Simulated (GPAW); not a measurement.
# WS2 (Tungstenite) (P6_3/mmc) in GPAW: further runs

Runs on WS2 (Tungstenite). Level: LDA. Tasks: dielectric tensor.

Program: GPAW 26.7.0. These are calculated values, not measurements. Logs are shortened: lines on timing, memory, paths and dates and some standing lists are left out, and cuts for length are marked. The log counts tension as positive stress, the text compression.

**1. The crystal as given**

It takes space group P6_3/mmc (No. 194, hexagonal). The conventional cell has a = 3.115 Å, b = 3.115 Å, c = 12.245 Å, α = 90.00°, β = 90.00°, γ = 120.00°. W (site symmetry -6m2) has 6 S at 2.36 Å as nearest neighbours. Around S (site symmetry 3m) lie 3 W at 2.36 Å.

**2. Dielectric tensor, LDA**

run.py reads:

```python
import numpy as np
from ase import Atoms
from ase.dft.bandgap import bandgap
from ase.io import write
from gpaw import GPAW, PW
from gpaw.response.df import DielectricFunction

atoms = Atoms(['W', 'W', 'S', 'S', 'S', 'S'],
              cell=[[3.1150838257, 0.0, 0.0],
                    [-1.5575419129, 2.697741728, 0.0],
                    [0.0, 0.0, 12.2448263589]],
              scaled_positions=[[0.6666666667, 0.3333333333, 0.75],
                                [0.3333333333, 0.6666666667, 0.25],
                                [0.6666666667, 0.3333333333, 0.375],
                                [0.3333333333, 0.6666666667, 0.875],
                                [0.6666666667, 0.3333333333, 0.125],
                                [0.3333333333, 0.6666666667, 0.625]],
              pbc=True)

calc = GPAW(mode=PW(400),
            xc='LDA',
            kpts={'size': (8, 8, 2), 'gamma': True},
            occupations={'name': 'fermi-dirac', 'width': 0.001},
            nbands=46,
            convergence={'density': 1e-06},
            maxiter=150,
            txt='gpaw.txt')
atoms.calc = calc
energy = atoms.get_potential_energy()
calc.write('gs.gpw')
write('result.traj', atoms)
print(f'Energy: {energy:.6f} eV')
print('Fermi level:', round(calc.get_fermi_level(), 4), 'eV')
print(f'Gap: {bandgap(calc)[0]:.4f} eV, direct: {bandgap(calc, direct=True)[0]:.4f} eV')

for size in [(13, 13, 3)]:
    name = 'x'.join(str(n) for n in size)
    dense = calc.fixed_density(kpts={'size': size, 'gamma': True},
                               nbands=80, convergence={'bands': 74, 'eigenstates': 1e-7},
                               update_fermi_level=True, txt=f'dense-{name}.txt')
    dense.write(f'{name}.gpw', mode='all')
    df = DielectricFunction(f'{name}.gpw', frequencies=np.array([0.0]), hilbert=False, eta=0.001,
                            ecut=80, nbands=74, intraband=False, txt=f'df-{name}.txt')
    for xc in ['RPA']:
        for direction in ['x', 'y', 'z', [0, 1, 1], [1, 0, 1], [1, 1, 0]]:
            e0, e = df.get_macroscopic_dielectric_constant(xc=xc, direction=direction)
            print(f'{name} {xc} {direction}: {e0:.4f} without, {e:.4f} with local fields')
```

Potentials or basis: the program's PAW data sets (release 1.2.1) made for this functional, pw.

Command:

```bash
> OMP_NUM_THREADS=1 python run.py
```

gpaw.txt:

```text
__  _  _
 | _ |_)|_||  |
 |__||  | ||/\| - 26.7.0

Input parameters:
  mode=PW(ecut=400.0),
  convergence={'density': 1e-06},
  kpts=MonkhorstPack(size=(8, 8, 2), gamma=True),
  maxiter=150,
  nbands=46,
  occupations=Occupations(name='fermi-dirac', width=0.001),
  xc=XC(name='LDA')

Diagonalizing LCAO Hamiltonian
Converting LCAO to pw mode

        S

           W
        S

           S
        W

           S

Atoms  # Å, Bohr magnetons
|   | symbol |         x |        y |         z |    initial magnetic moments |
|---|--------|-----------|----------|-----------|-----------------------------|
| 0 |      W |  1.557542 | 0.899247 |  9.183620 | ( 0.0000,  0.0000,  0.0000) |
| 1 |      W | -0.000000 | 1.798494 |  3.061207 | ( 0.0000,  0.0000,  0.0000) |
| 2 |      S |  1.557542 | 0.899247 |  4.591810 | ( 0.0000,  0.0000,  0.0000) |
| 3 |      S | -0.000000 | 1.798494 | 10.714223 | ( 0.0000,  0.0000,  0.0000) |
| 4 |      S |  1.557542 | 0.899247 |  1.530603 | ( 0.0000,  0.0000,  0.0000) |
| 5 |      S | -0.000000 | 1.798494 |  7.653016 | ( 0.0000,  0.0000,  0.0000) |

Unit cell  # Å
| periodic |         x |        y |         z |   lengths |     angles |
|----------|-----------|----------|-----------|-----------|------------|
|      yes |  3.115084 | 0.000000 |  0.000000 |  3.115084 |  90.000000 |
|      yes | -1.557542 | 2.697742 |  0.000000 |  3.115084 |  90.000000 |
|      yes |  0.000000 | 0.000000 | 12.244826 | 12.244826 | 120.000000 |

Number of symmetries: 12
Symmetry operations  # r_c * U_cc + t_c -> r_c
|    | kind |            matrix            |
|----|------|------------------------------|
|  0 |  σ   |  1, 1, 0,  0,-1, 0,  0, 0, 1 |
|  1 |  S6  |  1, 1, 0, -1, 0, 0,  0, 0,-1 |
|  2 |  E   |  1, 0, 0,  0, 1, 0,  0, 0, 1 |
|  3 |  C2  |  1, 0, 0, -1,-1, 0,  0, 0,-1 |
|  4 |  C2  |  0, 1, 0,  1, 0, 0,  0, 0,-1 |
|  5 |  C3  |  0, 1, 0, -1,-1, 0,  0, 0, 1 |
|  6 |  S6  |  0,-1, 0,  1, 1, 0,  0, 0,-1 |
|  7 |  σ   |  0,-1, 0, -1, 0, 0,  0, 0, 1 |
|  8 |  σ   | -1, 0, 0,  1, 1, 0,  0, 0, 1 |
|  9 |  i   | -1, 0, 0,  0,-1, 0,  0, 0,-1 |
| 10 |  C3  | -1,-1, 0,  1, 0, 0,  0, 0, 1 |
| 11 |  C2  | -1,-1, 0,  0, 1, 0,  0, 0,-1 |

BZ-sampling:
  Number of BZ points: 128
  Number of IBZ points: 20

  Monkhorst-Pack size: [8, 8, 2]
  Monkhorst-Pack shift: [0.0625, 0.0625, 0.25]

K-points  # in reciprocal-cell coordinates
|     |                                coordinates |     weight |
|-----|--------------------------------------------|------------|
|   0 | (  0.00000000,   0.00000000,   0.00000000) | 0.00781250 |
|   1 | (  0.00000000,   0.00000000,   0.50000000) | 0.00781250 |
|   2 | (  0.12500000,   0.00000000,   0.00000000) | 0.04687500 |
|   3 | (  0.12500000,   0.00000000,   0.50000000) | 0.04687500 |
|   4 | (  0.25000000,  -0.12500000,   0.00000000) | 0.04687500 |
|   5 | (  0.25000000,  -0.12500000,   0.50000000) | 0.04687500 |
|   6 | (  0.25000000,   0.00000000,   0.00000000) | 0.04687500 |
|   7 | (  0.25000000,   0.00000000,   0.50000000) | 0.04687500 |
|   8 | (  0.37500000,  -0.12500000,   0.00000000) | 0.09375000 |
|   9 | (  0.37500000,  -0.12500000,   0.50000000) | 0.09375000 |
| ... |                                            |            |
|  19 | (  0.50000000,   0.50000000,   0.50000000) | 0.02343750 |

Plane wave coefficients: 1898
Cutoff: 400.0 eV

Spin-components: 1 (collinear spins)
Bands:           46
Projectors:      32
Spin-degeneracy: 2
Datatype:        complex128

Parallelization:
  kpt:    1
  domain: 1
  band:   1

Density:
  Valence electrons: 52.0
  Components: 1
  Grid points: [15 15 60]
  Charge: 0.0  # |e|

Potential:
  Grid points: [15 15 60]

species:
  W:
    name:    Tungsten
    Z:       74.0
    valence: 14
    core:    60
    charge:  0.0  # [|e|]
    compensation charges:
      type: gauss
      rc: 0.40  # [Å]
      lmax: 2
    cutoffs:
      filter: 2.36  # [Å]
      core: 3.02  # [Å]
    projectors
    | kind |    occ | energy [eV] | rcut [Å] |
    |------|--------|-------------|----------|
    |   5s |  2.000 |     -79.053 |    1.344 |
    |   6s |  2.000 |      -5.886 |    1.344 |
    |   5p |  6.000 |     -43.417 |    1.355 |
    |   6p |  0.000 |      -1.469 |    1.355 |
    |   5d |  4.000 |      -4.693 |    1.228 |
    |    d |        |      22.518 |    1.228 |

    Using partial waves for W as LCAO basis

  S:
    name:    Sulfur
    Z:       16.0
    valence: 6
    core:    10
    charge:  0.0  # [|e|]
    compensation charges:
      type: gauss
      rc: 0.24  # [Å]
      lmax: 2
    cutoffs:
      filter: 1.77  # [Å]
      core: 1.66  # [Å]
    projectors
    | kind |    occ | energy [eV] | rcut [Å] |
    |------|--------|-------------|----------|
    |   3s |  2.000 |     -17.278 |    0.974 |
    |   3p |  4.000 |      -7.106 |    0.979 |
    |    s |        |       9.933 |    0.974 |
    |    p |        |      20.105 |    0.979 |
    |    d |        |       0.000 |    0.900 |

    Using partial waves for S as LCAO basis

Reference energy: -920330.548201  # eV

eigensolver:
  PPCG
  Converge bands: occupied
  niter=2

density mixing:
  MSR1-Mixer
  Pratt-step length: 0.05
  Maximum mixing coefficient: 0.75
  Old densities: 10
  SVD Regularization: 0.005
  Good broyden scale: 1.0
  Trust region scale: 1.0
  Backstep threshold: 4.0
  History deletion threshold: 6.0
  Fourier metric: weight=20.0, sigma=0.015

occupation numbers:
  Fermi-Dirac:
    width: 0.0010  # eV

poisson solver:
  ecut: 3200.0  # eV

xc functional:
  name: None

convergence criteria:
- Maximum integral of absolute [dens]ity change: 1e-06 electrons / valence electron
- Maximum [total energy] change in last 3 cyles: 0.0005 eV / valence electron
- Maximum integral of absolute [eigenst]ate change: 4e-08 eV^2 / valence electron
maximum number of iterations: 150

SCF iterations
|iter     | |      energy | eigst |  dens |
|---------|-|-------------|-------|-------|
|iter:   1| |  -50.253131 | +0.41 |       |
|iter:   2| |  -50.511252 | -1.45 | -1.21 |
|iter:   3| |  -55.846632 | -0.51 | -1.23 |
|iter:   4| |  -50.280311 | -0.67 | -0.92 |
|iter:   5| |  -49.814630 | -2.22 | -1.37 |
|iter:   6| |  -49.834137 | -2.84 | -1.83 |
|iter:   7| |  -49.819160c| -3.65 | -2.21 |
|iter:   8| |  -49.812561c| -3.54 | -2.41 |
|iter:   9| |  -49.812505c| -5.40 | -3.28 |
|iter:  10| |  -49.812507c| -6.77 | -3.76 |
|iter:  11| |  -49.812506c| -7.84c| -4.52 |
|iter:  12| |  -49.812506c| -8.36c| -5.30 |
|iter:  13| |  -49.812506c| -9.09c| -5.85 |
|iter:  14| |  -49.812506c| -9.68c| -6.44c|

Converged in 14 steps
Energy contributions relative to reference atoms: (reference = -920330.548201)

Energy contributions:
  Kinetic:          55.797858
  Coulomb:         -54.695804
  Zero:             -0.082425
  External:          0.000000
  Xc:              -50.832136
  Entropy:          -0.000000
  Spinorbit:         0.000000
  ----------------------------
  Free energy:     -49.812506
  Extrapolated:    -49.812506

dipole moment: (0.000004, 0.000006, 0.000029)  # |e|*Ang

Fermi level: 9.863
Eigenvalues  # (at kpt = [0.000, 0.000, 0.000])
| band index |      eig [eV] | occ [0-2] |
|------------|---------------|-----------|
|          0 |       -65.278 |     2.000 |
|        ... |               |           |
|         18 |         5.268 |     2.000 |
|         19 |         6.614 |     2.000 |
|         20 |         6.614 |     2.000 |
|         21 |         6.660 |     2.000 |
|         22 |         6.660 |     2.000 |
|         23 |         7.505 |     2.000 |
[... 8 lines left out ...]
|         32 |        11.782 |     0.000 |
|         33 |        11.782 |     0.000 |
|        ... |               |           |
|         45 |        21.655 |     0.000 |

Gap: 1.056 eV
Transition (v -> c):
  (s=0, k=0, n=25, [0.00, 0.00, 0.00]) -> (s=0, k=8, n=26, [0.38, -0.12, 0.00])
Direct/indirect transitions are different
Direct gap: 2.302 eV
Transition at: (s=0, k=0, n=25, [0.00, 0.00, 0.00])
# Writing to gs.gpw (mode='')
```

stdout:

```text
Energy: -49.812506 eV
Fermi level: 9.8627 eV
Gap: 1.0556 eV, direct: 2.3018 eV
13x13x3 RPA x: 13.1915 without, 12.3089 with local fields
13x13x3 RPA y: 13.1915 without, 12.3089 with local fields
13x13x3 RPA z: 8.5511 without, 5.6917 with local fields
13x13x3 RPA [0, 1, 1]: 10.8713 without, 9.0003 with local fields
13x13x3 RPA [1, 0, 1]: 10.8713 without, 9.0003 with local fields
13x13x3 RPA [1, 1, 0]: 13.1915 without, 12.3089 with local fields
```

Wall time 5.7 min (1 thread of Arm Neoverse V1, shared host); peak memory 0.52 GiB.

Results:

```yaml
Free_energy: -49.8125 eV
Band_gap_on_the_k_mesh: 1.06 eV, indirect (least direct gap 2.30 eV)
Electronic_dielectric_tensor_diagonal: 12.31, 12.31, 5.69
```

Electronic dielectric tensor:
```
12.31  0.00  0.00
 0.00 12.31  0.00
 0.00  0.00  5.69
```

Caveat: the long-wavelength limit can be off by several per cent where d states take part; spin-orbit coupling is left out, which moves the levels of the heavy elements; an odd mesh through Γ misses points on the zone boundary, where band edges often lie. As with any semilocal functional, this LDA gap is likely too small.

**3. Dielectric tensor, LDA**

This run uses another cell than the first one, of 17.52 Å³/atom, 1.021 times its volume.

Changes to run.py since step 2:

```diff
@@ -8,5 +8,5 @@
 atoms = Atoms(['W', 'W', 'S', 'S', 'S', 'S'],
-              cell=[[3.1150838257, 0.0, 0.0],
-                    [-1.5575419129, 2.697741728, 0.0],
-                    [0.0, 0.0, 12.2448263589]],
+              cell=[[3.1370217585, 0.0, 0.0],
+                    [-1.5685108793, 2.7167405351, 0.0],
+                    [0.0, 0.0, 12.3310603717]],
               scaled_positions=[[0.6666666667, 0.3333333333, 0.75],
```

Potentials or basis: the program's PAW data sets (release 1.2.1) made for this functional, pw.

Command:

```bash
> OMP_NUM_THREADS=1 python run.py
```

gpaw.txt:

```text
__  _  _
 | _ |_)|_||  |
 |__||  | ||/\| - 26.7.0

Input parameters:
  mode=PW(ecut=400.0),
  convergence={'density': 1e-06},
  kpts=MonkhorstPack(size=(8, 8, 2), gamma=True),
  maxiter=150,
  nbands=46,
  occupations=Occupations(name='fermi-dirac', width=0.001),
  xc=XC(name='LDA')

Diagonalizing LCAO Hamiltonian
Converting LCAO to pw mode

        S

           W
        S

           S
        W

           S

Atoms  # Å, Bohr magnetons
|   | symbol |         x |        y |         z |    initial magnetic moments |
|---|--------|-----------|----------|-----------|-----------------------------|
| 0 |      W |  1.568511 | 0.905580 |  9.248295 | ( 0.0000,  0.0000,  0.0000) |
| 1 |      W | -0.000000 | 1.811160 |  3.082765 | ( 0.0000,  0.0000,  0.0000) |
| 2 |      S |  1.568511 | 0.905580 |  4.624148 | ( 0.0000,  0.0000,  0.0000) |
| 3 |      S | -0.000000 | 1.811160 | 10.789678 | ( 0.0000,  0.0000,  0.0000) |
| 4 |      S |  1.568511 | 0.905580 |  1.541383 | ( 0.0000,  0.0000,  0.0000) |
| 5 |      S | -0.000000 | 1.811160 |  7.706913 | ( 0.0000,  0.0000,  0.0000) |

Unit cell  # Å
| periodic |         x |        y |         z |   lengths |     angles |
|----------|-----------|----------|-----------|-----------|------------|
|      yes |  3.137022 | 0.000000 |  0.000000 |  3.137022 |  90.000000 |
|      yes | -1.568511 | 2.716741 |  0.000000 |  3.137022 |  90.000000 |
|      yes |  0.000000 | 0.000000 | 12.331060 | 12.331060 | 120.000000 |

Number of symmetries: 12
Symmetry operations  # r_c * U_cc + t_c -> r_c
|    | kind |            matrix            |
[... 133 lines left out ...]
poisson solver:
  ecut: 3200.0  # eV

xc functional:
  name: None

convergence criteria:
- Maximum integral of absolute [dens]ity change: 1e-06 electrons / valence electron
- Maximum [total energy] change in last 3 cyles: 0.0005 eV / valence electron
- Maximum integral of absolute [eigenst]ate change: 4e-08 eV^2 / valence electron
maximum number of iterations: 150

SCF iterations
|iter     | |      energy | eigst |  dens |
|---------|-|-------------|-------|-------|
|iter:   1| |  -50.286931 | +0.39 |       |
|iter:   2| |  -50.527372 | -1.47 | -1.21 |
|iter:   3| |  -53.064209 | -0.76 | -1.23 |
|iter:   4| |  -50.007423 | -1.01 | -1.06 |
|iter:   5| |  -49.847755 | -2.71 | -1.52 |
|iter:   6| |  -49.853975 | -3.29 | -1.88 |
|iter:   7| |  -49.850566c| -3.98 | -2.44 |
|iter:   8| |  -49.847470c| -4.06 | -2.60 |
|iter:   9| |  -49.847457c| -5.87 | -3.39 |
|iter:  10| |  -49.847458c| -7.30 | -4.05 |
|iter:  11| |  -49.847458c| -7.57c| -4.63 |
|iter:  12| |  -49.847458c| -8.15c| -5.48 |
|iter:  13| |  -49.847458c| -8.87c| -6.04c|

Converged in 13 steps
Energy contributions relative to reference atoms: (reference = -920330.548201)

Energy contributions:
  Kinetic:          44.579134
  Coulomb:         -45.475009
  Zero:             -0.060411
  External:          0.000000
  Xc:              -48.891171
  Entropy:          -0.000000
  Spinorbit:         0.000000
  ----------------------------
  Free energy:     -49.847458
  Extrapolated:    -49.847458

dipole moment: (0.000004, 0.000006, 0.000029)  # |e|*Ang

Fermi level: 9.571
Eigenvalues  # (at kpt = [0.000, 0.000, 0.000])
| band index |      eig [eV] | occ [0-2] |
|------------|---------------|-----------|
|          0 |       -65.608 |     2.000 |
|        ... |               |           |
|         18 |         5.056 |     2.000 |
|         19 |         6.358 |     2.000 |
|         20 |         6.358 |     2.000 |
|         21 |         6.403 |     2.000 |
|         22 |         6.403 |     2.000 |
|         23 |         7.209 |     2.000 |
[... 8 lines left out ...]
|         32 |        11.398 |     0.000 |
|         33 |        11.398 |     0.000 |
|        ... |               |           |
|         45 |        21.423 |     0.000 |

Gap: 1.076 eV
Transition (v -> c):
  (s=0, k=0, n=25, [0.00, 0.00, 0.00]) -> (s=0, k=8, n=26, [0.38, -0.12, 0.00])
Direct/indirect transitions are different
Direct gap: 2.276 eV
Transition at: (s=0, k=0, n=25, [0.00, 0.00, 0.00])
# Writing to gs.gpw (mode='')
```

df-13x13x3.txt:

```text
FrequencyGridDescriptor(from 0.000 to 0.000 eV, 1 points)
FrequencyGridDescriptor(from 0.000 to 0.000 eV, 1 points)

Calculating chi0 body with:
    Ground state adapter containing:
    Number of spins: 1
    Number of kpoints: 507
    Number of irreducible kpoints: 56
    Number of completely occupied states: 26
    Number of partially occupied states: 26

    Linear response parametrization:
    q_c: [0.0, 0.0, 0.0]
    Number of frequency points: 1
    Planewave cutoff: 80.0
    Number of bands: 74
    Number of planewaves: 161
    Broadening (eta): 0.001

Integrating chi0 body.

Symmetries of q_c:
    Direct symmetries (Uq -> q): 12
    Indirect symmetries (TUq -> q): 0
In total 12 allowed symmetries.

Integral kind: response function

Calculating chi0 optical extensions with:
    Ground state adapter containing:
    Number of spins: 1
    Number of kpoints: 507
    Number of irreducible kpoints: 56
    Number of completely occupied states: 26
    Number of partially occupied states: 26

    Linear response parametrization:
    Number of frequency points: 1
    Planewave cutoff: 80.0
    Number of bands: 74
    Number of planewaves: 161
    Broadening (eta): 0.001
Integrating chi0 head and wings.

Symmetries of q_c:
    Direct symmetries (Uq -> q): 12
    Indirect symmetries (TUq -> q): 0
In total 12 allowed symmetries.

Integral kind: response function wings

Finished calculating chi0
```

Wall time 5.7 min (1 thread of Arm Neoverse V1, shared host); peak memory 0.52 GiB.

Results:

```yaml
Free_energy: -49.8475 eV
Band_gap_on_the_k_mesh: 1.08 eV, indirect (least direct gap 2.28 eV)
Electronic_dielectric_tensor_diagonal: 12.37, 12.37, 5.60
```

Electronic dielectric tensor:
```
12.37  0.00  0.00
 0.00 12.37  0.00
 0.00  0.00  5.60
```

Caveat: the long-wavelength limit can be off by several per cent where d states take part; spin-orbit coupling is left out, which moves the levels of the heavy elements; an odd mesh through Γ misses points on the zone boundary, where band edges often lie. Expect the measured gap to be larger: semilocal functionals such as LDA lack the derivative discontinuity.

(Part 1 of 2 ends here.)
